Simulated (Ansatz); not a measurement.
# TiO2 (P1) in Ansatz: notebook

Aim: see how the results for TiO2 move with the level of theory and the settings. Levels: PBE+D3(BJ), r2SCAN+D3(BJ). Tasks: relaxation of cell and atoms.

Everything below comes from runs of Ansatz 0.2.0. Logs are shortened: lines on timing, memory, paths and dates and some standing lists are left out, and cuts for length are marked.

### Step 1. The structure

The typed cell holds 9 atoms: a = 2.968 Å, b = 4.708 Å, c = 7.241 Å, α = 88.08°, β = 78.18°, γ = 90.00°.

The cell comes from a database or a generator and needn't be the stable form of this composition.

### Step 2. Relaxation of cell and atoms, PBE+D3(BJ)

The input, input.yaml:

```yaml
crystal:
  lattice:
    - [2.9682645463, 0.0, 0.0]
    - [0.0002080834, 4.7076067549, 0.0]
    - [1.4835696211, 0.242353462, 7.0834647979]
  atoms:
    - { symbol: Ti, position: [0.00337187, 0.00038881, 0.00070319] }
    - { symbol: Ti, position: [0.34464021, 0.48025965, 0.31695987] }
    - { symbol: Ti, position: [0.66170814, 0.52047436, 0.68449636] }
    - { symbol: O, position: [0.44003816, 0.18543769, 0.1285388] }
    - { symbol: O, position: [0.77792634, 0.29772875, 0.45187807] }
    - { symbol: O, position: [0.10123624, 0.30895342, 0.80624322] }
    - { symbol: O, position: [0.90649721, 0.69183699, 0.19517157] }
    - { symbol: O, position: [0.22940715, 0.70300728, 0.54951473] }
    - { symbol: O, position: [0.56802567, 0.81530006, 0.87282718] }
hamiltonian:
  xc: pbe
  pseudopotentials: { kind: paw }
  dispersion: d3bj
kpoints:
  mp_grid: { grid: [9, 6, 4] }
scf:
  occupations: { method: fermi_dirac, width: 0.05 }
output:
  forces: true
  stress: true
  eigenvalues: true
relax:
  f_tol: 0.01
  max_steps: 40
  cell: { stress_tol: 0.05 }
```

Potentials or basis: Ansatz PAW.

On the command line:

```
> ansatz run input.yaml --threads 4 --pin off --max-ram 11264MiB --backend cpu --events-out ev --progress --plain --runs-dir out
```

What it wrote:

```text
Warning: RAYON_NUM_THREADS=4 ignored (pool sized by the plan → 4); use --threads N
Engine: ansatz 0.2.0, aarch64-unknown-linux-gnu
Pseudopotentials: kind: paw
Pseudopotential: Ti, paw, valence charge 12, recommended cutoff 420 eV (normal), Ti.paw.azcp
Pseudopotential: O, paw, valence charge 6, recommended cutoff 420 eV (normal), O.paw.azcp
Functional definition: PBE
  parameter kappa = 0.804
  parameter beta = 0.06672455060314922
  exchange = pbe_x(kappa = kappa, mu = beta*pi^2/3)
  correlation = pbe_c(beta = beta)
Crystal: 9 atoms, lattice volume = 98.980 Å³
Basis set: ecut = 420 eV, 1911 PW (Γ), exchange–correlation on 40×64×100 points (8 copies of the dense FFT grid, shifted against one another)
Bands: 45, of which v1, the nominal top of the filled ones, is band 36 counted from 1 (35 counted from 0)
Symmetry: 1 space group operations
Space group: P1 (ITA 1), of the structure as read, at distance tolerance 4.6e-5 Å
k-points: 110 of 216 (time reversal used)
Non-local potential: Ti, projectors of the file, l = 0: 3, l = 1: 2, l = 2: 3, l = 3: 1
Non-local potential: O, projectors of the file, l = 0: 2, l = 1: 2, l = 2: 1
PAW form: soft (Blöchl's): semilocal exchange-correlation on the pseudo side does not see the compensation charge
PAW one-centre angular grid: Ti, 590 points (default); XC on 64 Gauss nodes
PAW one-centre angular grid: O, 110 points (default); XC on 64 Gauss nodes
Initial density: superposition of atomic densities (neutral atoms: chi_scale 0, normalization atom), corrected by the library's trained network
Initial wavefunctions: pseudopotential atomic-orbital guess
Functional: x = pbe(κ = 0.804, μ = 0.2195149727645171), c = pbe(β = 0.06672455060314922)
SCF iter   1: F=—  HF=-10917.837067 eV  |F-HF|=—  |Δ(HF+E_count)|=         —  Δρ=3.34e-3  dr2=8.35e-3  ethr=1.77e-3  ⟨swp⟩=5.2  Hψ=19471  notcnv=0
preconditioner: auto → Resta (q_TF=auto, 2.587 Å⁻¹)  ε∞=8.5  [insulator: Δε(μ)=2.250 eV  Ē_g=9.418 eV  σ=0.050 eV  W_gap=1.00  n_scr=30 (ndim 8)  ℏωp=25.9 eV  f_vac=0.074  D(μ)=0.00/eV (n_scr^D=0)  ε∞_Penn≈8.5]
SCF iter   2: F=—  HF=-10917.837624 eV  |F-HF|=—  |Δ(HF+E_count)|=   5.57e-4  Δρ=1.86e-3  dr2=1.71e-3  ethr=1.16e-5  ⟨swp⟩=2.4  Hψ=7913  notcnv=0
SCF iter   3: F=—  HF=-10917.837985 eV  |F-HF|=—  |Δ(HF+E_count)|=   3.61e-4  Δρ=9.42e-4  dr2=6.54e-4  ethr=2.38e-6  ⟨swp⟩=2.0  Hψ=6744  notcnv=0
SCF iter   4: F=—  HF=-10917.838118 eV  |F-HF|=—  |Δ(HF+E_count)|=   1.33e-4  Δρ=2.39e-4  dr2=7.39e-5  ethr=9.09e-7  ⟨swp⟩=2.0  Hψ=6629  notcnv=0
SCF iter   5: F=—  HF=-10917.838185 eV  |F-HF|=—  |Δ(HF+E_count)|=   6.69e-5  Δρ=1.23e-4  dr2=1.42e-5  ethr=1.03e-7  ⟨swp⟩=2.0  Hψ=6721  notcnv=0
SCF iter   6: F=—  HF=-10917.838189 eV  |F-HF|=—  |Δ(HF+E_count)|=   3.92e-6  Δρ=6.14e-5  dr2=4.43e-6  ethr=1.97e-8  ⟨swp⟩=2.0  Hψ=6766  notcnv=0
SCF iter   7: F=—  HF=-10917.838189 eV  |F-HF|=—  |Δ(HF+E_count)|=   4.33e-7  Δρ=2.12e-5  dr2=5.13e-7  ethr=6.16e-9  ⟨swp⟩=2.0  Hψ=6691  notcnv=0
SCF iter   8: F=—  HF=-10917.838190 eV  |F-HF|=—  |Δ(HF+E_count)|=   2.52e-7  Δρ=1.70e-5  dr2=2.87e-7  ethr=7.13e-10  ⟨swp⟩=2.0  Hψ=7371  notcnv=0
SCF iter   9: F=-10917.838190 eV  HF=-10917.838190 eV  |F-HF|=4.14e-9  |Δ(HF+E_count)|=   1.58e-9  Δρ=4.50e-6  dr2=2.05e-8  ethr=1.39e-10  ⟨swp⟩=6.8  Hψ=20776  notcnv=0
SCF 1 converged in 9 iterations: F = -10917.838190 eV  dr2 = 2.05e-8
relax step   1: F+E_penalty+E_count = -10917.83818958 eV  Δ(F+E_penalty+E_count) = +0.000e0 eV  max|allowed force component| = 1.333e-1 eV/Å  Δτ_max = 0.0000 Å  P = +0.076 GPa  Ω = 98.980 Å³  (9 SCF iters, dr2 threshold 1.00e-7 eV, accepted)
Crystal: 9 atoms, lattice volume = 98.695 Å³
Initial density: handed on by an earlier stage of this run
Initial wavefunctions: those handed on with the density
iter 1 solved again at ethr=1.21e-6 eV; its pass at ethr=3.10e-3 eV (dr2=8.71e-4 eV) is discarded
SCF iter   1: F=—  HF=-10917.841659 eV  |F-HF|=—  |Δ(HF+E_count)|=         —  Δρ=1.20e-3  dr2=8.11e-4  ethr=1.21e-6  ⟨swp⟩=2.0  Hψ=24522  notcnv=0
[... 48 lines left out ...]
SCF iter   2: F=—  HF=-10917.841070 eV  |F-HF|=—  |Δ(HF+E_count)|=   4.38e-5  Δρ=3.09e-5  dr2=7.42e-8  ethr=3.18e-10  ⟨swp⟩=2.0  Hψ=8378  notcnv=0
SCF iter   3: F=—  HF=-10917.841079 eV  |F-HF|=—  |Δ(HF+E_count)|=   8.83e-6  Δρ=9.55e-6  dr2=6.45e-8  ethr=1.03e-10  ⟨swp⟩=2.0  Hψ=7590  notcnv=0
SCF iter   4: F=—  HF=-10917.841079 eV  |F-HF|=—  |Δ(HF+E_count)|=   1.69e-7  Δρ=1.12e-6  dr2=4.87e-10  ethr=8.96e-11  ⟨swp⟩=2.0  Hψ=6645  notcnv=0
SCF iter   5: F=—  HF=-10917.841079 eV  |F-HF|=—  |Δ(HF+E_count)|=   2.04e-9  Δρ=4.07e-7  dr2=1.18e-10  ethr=1.00e-12  ⟨swp⟩=5.9  Hψ=18910  notcnv=0
SCF iter   6: F=-10917.841079 eV  HF=-10917.841079 eV  |F-HF|=4.91e-11  |Δ(HF+E_count)|=  3.86e-10  Δρ=1.62e-7  dr2=2.82e-11  ethr=1.00e-12  ⟨swp⟩=4.0  Hψ=15363  notcnv=0
SCF 6 converged in 6 iterations: F = -10917.841079 eV  dr2 = 2.82e-11
relax step   6: F+E_penalty+E_count = -10917.84107890 eV  Δ(F+E_penalty+E_count) = +1.065e-3 eV  max|allowed force component| = 7.285e-3 eV/Å  Δτ_max = 0.0000 Å  P = -0.025 GPa  Ω = 98.733 Å³  stress off target by 4.95e-2 GPa  SCF on the basis re-selected at this cell (its energy is not comparable with the rows above)  (6 SCF iters)
basis re-selected at this cell: Δ(F+E_penalty+E_count) = +1.065e-3 eV, ΔP = -0.019 GPa vs the last step (what re-selecting the basis moved, of the pressure what is left beyond the Pulay correction that the steps carried, after the strain that the cell walked since its last selection, with what the two solves' SCF thresholds leave and, on support functions, any second-order correction that the steps lacked; it is no measure of the basis error at this ecutwfc). This SCF's stress stands 4.95e-2 GPa from its target on what of the cell is left free (relax.cell.stress_tol is 5.00e-2 GPa) and its largest allowed force component is 7.28e-3 eV/Å (relax.f_tol is 1.00e-2 eV/Å): within both
SCF converged after 6 iterations
Free energy (F): -10917.841079 eV
Harris-Foulkes:  -10917.841079 eV  (|F-HF|=4.91e-11)
Internal energy: -10917.841079 eV  (E = F + TS)
E sigma→0 (E₀):  -10917.841079 eV
Fermi energy:    9.106399 eV
--- Per-component energies (eV) ---
  E_band       = -648.965776
  E_kinetic    = 1869.985504
  E_local      = -5184.720755  (includes V_loc(G=0)·N_el)
  E_nonlocal   = 294.818242
  E_hartree    = 2010.223060
  E_xc         = -739.156032
  E_vxc        = -936.093997  (∫ρ·V_xc dr)
  E_paw        = -4082.779050  (= ΣΔE_a)
  E_vpaw       = -713.416220  (= ΣTr[D̂ρ^β])
  E_aug_tail   = 0.015353  (compensation charges beyond the density's cutoff)
  E_ewald      = -5084.130896
  E_disp       = -2.096503  (pairwise vdW)
  E_smearing   = -0.000000  (= −TS)
  E_closure    = 0.000000  (closes the sum)
  Σ components = -10917.841079   (vs F -10917.841079, Δ=0.00e0)
--- Forces (eV/Å), atoms counted from 1 ---
  atom   1  Ti     0.00010228     0.00003126    -0.00001861
  atom   2  Ti    -0.00017169    -0.00131619     0.00546259
  atom   3  Ti     0.00008568     0.00143075    -0.00539542
  atom   4  O     -0.00000849    -0.00426255    -0.00716484
  atom   5  O      0.00005137     0.00019798    -0.00334801
  atom   6  O     -0.00005521    -0.00728472     0.00433919
  atom   7  O      0.00006154     0.00719619    -0.00427037
  atom   8  O      0.00000001    -0.00027033     0.00326008
  atom   9  O     -0.00006548     0.00427848     0.00713526
  max |Σ_I F_I| component: 8.48e-7 eV/Å
--- Stress (GPa, compression-positive) ---
       -0.049409       0.000484       0.000904
        0.000484      -0.031923      -0.011540
        0.000904      -0.011540       0.006518
  P = ⅓ Tr σ = -0.0249 GPa (-0.249 kbar)
--- Band table (eV; the first three rows and the last of 110) ---
  k-point 0: bands = ["-48.6822", "-48.5507", "-48.5153", "-24.9835", "-24.9733", "-24.9082", "-24.7911", "-24.7856", "-24.7454", "-24.6699", "-24.6532", "-24.5977", "-9.9010", "-8.9367", "-8.8584", "-8.3512", "-8.3238", "-8.0066", "3.0150", "3.2259", "3.5711", "3.7205", "4.3048", "4.4391", "4.7553", "4.7647", "4.8118", "5.3776", "5.8981", "6.3500", "6.3992", "7.0687", "7.5349", "7.6246", "7.7111", "7.9380", "10.2489", "10.6487", "10.7758", "10.8763", "11.1088", "11.1544", "11.3943", "11.7088", "12.5668"]
  k-point 1: bands = ["-48.6821", "-48.5508", "-48.5152", "-25.0047", "-24.9573", "-24.8926", "-24.7999", "-24.7913", "-24.7350", "-24.6765", "-24.6527", "-24.5980", "-9.8079", "-9.1980", "-8.8086", "-8.3186", "-8.1990", "-8.0396", "2.8424", "3.2532", "3.4424", "3.9707", "4.3146", "4.3933", "4.4301", "4.7422", "5.2287", "5.6000", "5.9930", "6.3162", "6.5781", "7.0614", "7.3301", "7.3650", "7.5161", "7.9862", "10.3325", "10.7263", "10.7745", "10.8144", "11.0300", "11.0740", "11.3662", "11.9060", "12.5590"]
  k-point 2: bands = ["-48.6821", "-48.5510", "-48.5151", "-25.0156", "-24.9503", "-24.8768", "-24.8118", "-24.7914", "-24.7278", "-24.6838", "-24.6521", "-24.5984", "-9.5732", "-9.5250", "-8.8109", "-8.2575", "-8.1110", "-8.0881", "2.6803", "3.2724", "3.5729", "3.9255", "4.1754", "4.3253", "4.4214", "4.7195", "5.6296", "5.9951", "6.2384", "6.3162", "6.3685", "6.8305", "7.0910", "7.1402", "7.7059", "7.8233", "10.3779", "10.6342", "10.7969", "10.9498", "10.9820", "11.1320", "11.1821", "12.0915", "12.5049"]
  k-point 109: bands = ["-48.6437", "-48.4977", "-48.4915", "-25.2186", "-25.0948", "-25.0887", "-24.8590", "-24.8501", "-24.7566", "-24.7271", "-24.6967", "-24.6954", "-8.8871", "-8.8104", "-8.5647", "-8.4316", "-8.3009", "-8.1836", "3.3413", "3.4977", "3.8831", "3.9777", "4.2113", "4.4408", "4.5213", "4.8747", "5.1307", "5.6609", "5.8994", "6.0374", "6.1857", "6.3168", "6.5381", "6.6622", "6.9300", "7.1976", "10.5352", "10.6406", "11.1320", "11.3291", "11.4342", "11.5397", "11.6582", "11.9368", "12.0483"]
--- Relaxed structure (5 steps of the walk, 5 accepted, 1 SCFs on fresh bases) ---
  F+E_penalty+E_count = -10917.84107890 eV   max|allowed force component| = 7.285e-3 eV/Å   (the final SCF, on the basis selected at the relaxed cell)
  cell:  # Å, volume = 98.7333 Å³
    - [2.9640217381054943, -7.156105688330445e-5, 0.00011367306194633007]
    - [9.42915975990592e-5, 4.692382987585282, -0.005579646668569832]
    - [1.481714447749801, 0.2331383347041233, 7.098645210375704]
  atoms:
    - { symbol: Ti, position: [0.0034970582356209125, 0.00037558489857233046, 0.0007030814091169743] }
    - { symbol: Ti, position: [0.3450144333913481, 0.4819027227820606, 0.31807417695409057] }
    - { symbol: Ti, position: [0.662320069825773, 0.5188484409607586, 0.6833311846134557] }
    - { symbol: O, position: [0.44003348518978636, 0.18745160464726301, 0.12796678683537954] }
    - { symbol: O, position: [0.7780783185896798, 0.29500106291049893, 0.451882187300164] }
    - { symbol: O, position: [0.10187939789545547, 0.30666301762903125, 0.8043003024716662] }
    - { symbol: O, position: [0.9054699636614265, 0.6940906512733266, 0.19710725916500663] }
    - { symbol: O, position: [0.2292618508611599, 0.7057527092464502, 0.549526098538714] }
    - { symbol: O, position: [0.5672964123497495, 0.8133012156520393, 0.8734419127124068] }
```

It took 67 s on 4 threads of Arm Neoverse V2, shared host; peak memory 0.66 GiB.

What came out:

```
Free energy                            : -10917.8411 eV
Relaxed volume                         : 10.97 Å³/atom
Relaxed cell                           : a = 2.964 Å, b = 4.692 Å, c = 7.255 Å, α = 88.23°, β = 78.21°, γ = 90.00°
Space group after relaxing (to 0.05 Å) : C2/m (No. 12)
Energy gained by relaxing              : 0.3 meV/atom
Ionic steps                            : 6
Pressure after relaxing                : 0.0 GPa
Largest force after relaxing           : 0.008 eV/Å
Band gap on the k mesh                 : 2.26 eV, indirect (least direct gap 2.31 eV)
```

Forces in eV/Å, atoms in the order of the input:
```
Ti   0.000  0.000  0.000
Ti   0.000 -0.001  0.005
Ti   0.000  0.001 -0.005
O    0.000 -0.004 -0.007
O    0.000  0.000 -0.003
O    0.000 -0.007  0.004
O    0.000  0.007 -0.004
O    0.000  0.000  0.003
O    0.000  0.004  0.007
```

Step by step:
```tsv
step	energy change (eV)	largest force (eV/Å)	volume (Å³)
1	0.0000	0.1343	98.98
2	-0.0035	0.0482	98.70
3	-0.0036	0.0197	98.75
4	-0.0038	0.0242	98.74
5	-0.0040	0.0085	98.73
6	-0.0029	0.0085	98.73
```

Final structure:
```cif
data_structure
_symmetry_space_group_name_H-M 'P 1'
_symmetry_Int_Tables_number 1
_cell_length_a 2.9640
_cell_length_b 4.6924
_cell_length_c 7.2554
_cell_angle_alpha 88.225
_cell_angle_beta 78.214
_cell_angle_gamma 90.000
_cell_volume 98.73
loop_
_atom_site_label
_atom_site_type_symbol
_atom_site_fract_x
_atom_site_fract_y
_atom_site_fract_z
_atom_site_occupancy
Ti1 Ti 0.00350 0.00038 0.00070 1
Ti2 Ti 0.34501 0.48190 0.31807 1
Ti3 Ti 0.66232 0.51885 0.68333 1
O1 O 0.44003 0.18745 0.12797 1
O2 O 0.77808 0.29500 0.45188 1
O3 O 0.10188 0.30666 0.80430 1
O4 O 0.90547 0.69409 0.19711 1
O5 O 0.22926 0.70575 0.54953 1
O6 O 0.56730 0.81330 0.87344 1
```

Caveat: odd divisions of the mesh miss points on the zone boundary, where band edges often lie, so the gap on the mesh can be too wide; the plane-wave basis is chosen anew once the cell has moved, so the energies of steps on either side of that aren't comparable; the pressure holds a Pulay correction of +0.7 GPa for the finite cutoff. A k mesh can miss the band edges.

### Step 3. Relaxation of cell and atoms, r2SCAN+D3(BJ)

Changes to input.yaml since step 2:

```diff
@@ -16,3 +16,3 @@
 hamiltonian:
-  xc: pbe
+  xc: r2scan
   pseudopotentials: { kind: paw }
@@ -27,2 +27,6 @@
   eigenvalues: true
+  write_density: true
+  write_potential: true
+  elf: true
+  volumetric_format: npy
 relax:
```

Potentials or basis: Ansatz PAW.

On the command line:

```
> ansatz run input.yaml --threads 4 --pin off --max-ram 11264MiB --backend cpu --events-out ev --progress --plain --runs-dir out
```

Wall time 3.2 min (4 threads of Arm Neoverse V2, shared host); peak memory 0.93 GiB.

Results (log left out):

```yaml
Free_energy: -10939.5658 eV
Relaxed_volume: 10.84 Å³/atom
Relaxed_cell: a = 2.958 Å, b = 4.665 Å, c = 7.228 Å, α = 88.44°, β = 78.19°, γ = 90.00°
Space_group_after_relaxing_to_0.05_Å: C2/m (No. 12)
Energy_gained_by_relaxing: 1.3 meV/atom
Ionic_steps: 7
Pressure_after_relaxing: 0.0 GPa
Band_gap_on_the_k_mesh: 2.66 eV, indirect (least direct gap 2.71 eV)
```

Forces on the atoms (eV/Å):
```
Ti   0.000  0.000  0.000
Ti   0.000  0.001 -0.002
Ti   0.000 -0.001  0.002
O    0.000 -0.001 -0.001
O    0.000  0.001  0.000
O    0.000 -0.002 -0.002
O    0.000  0.002  0.002
O    0.000 -0.001  0.000
O    0.000  0.001  0.002
```

Step by step:
```csv
step,energy change (eV),largest force (eV/Å),volume (Å³)
1,0.0000,0.1425,98.98
2,-0.0112,0.0876,97.90
3,-0.0124,0.0232,97.59
4,-0.0125,0.0199,97.61
5,-0.0127,0.0143,97.60
6,-0.0129,0.0028,97.59
7,-0.0120,0.0028,97.59
```

Final structure:
```cif
data_structure
_symmetry_space_group_name_H-M 'P 1'
_symmetry_Int_Tables_number 1
_cell_length_a 2.9578
_cell_length_b 4.6653
_cell_length_c 7.2282
_cell_angle_alpha 88.440
_cell_angle_beta 78.194
_cell_angle_gamma 90.000
_cell_volume 97.59
loop_
_atom_site_label
_atom_site_type_symbol
_atom_site_fract_x
_atom_site_fract_y
_atom_site_fract_z
_atom_site_occupancy
Ti1 Ti 0.00360 0.00038 0.00070 1
Ti2 Ti 0.34516 0.48377 0.31768 1
Ti3 Ti 0.66214 0.51699 0.68373 1
O1 O 0.44057 0.18942 0.12687 1
O2 O 0.77881 0.29685 0.45039 1
O3 O 0.10217 0.30437 0.80369 1
O4 O 0.90515 0.69638 0.19771 1
O5 O 0.22850 0.70390 0.55101 1
O6 O 0.56674 0.81133 0.87453 1
```

Levels at points of the mesh, in eV from the valence-band top:
| k point | band 33 | band 34 | band 35 | band 36 | band 37 | band 38 | band 39 | band 40 |
| --- | --- | --- | --- | --- | --- | --- | --- | --- |
| (0.00, 0.00, 0.00) | -0.49 | -0.38 | -0.27 | -0.05 | 2.66 | 3.06 | 3.22 | 3.32 |
| (0.00, 0.00, -0.50) | -0.93 | -0.85 | -0.30 | -0.16 | 2.79 | 3.05 | 3.22 | 3.37 |
| (0.00, -0.50, 0.00) | -1.16 | -0.97 | -0.88 | -0.79 | 2.75 | 3.08 | 3.19 | 3.39 |
| (0.00, -0.50, -0.50) | -0.92 | -0.79 | -0.73 | -0.27 | 2.74 | 2.96 | 3.08 | 3.29 |

Caveat: odd divisions of the mesh miss points on the zone boundary, where band edges often lie, so the gap on the mesh can be too wide; the plane-wave basis is chosen anew once the cell has moved, so the energies of steps on either side of that aren't comparable; the PAW data sets come from PBE, with cores solved anew for the run's functional, which leaves a small shift of forces and pressure; the dispersion damping was fitted for another functional or another form of the correction. r2SCAN opens gaps a little over a GGA but as a rule still falls short of measured ones.
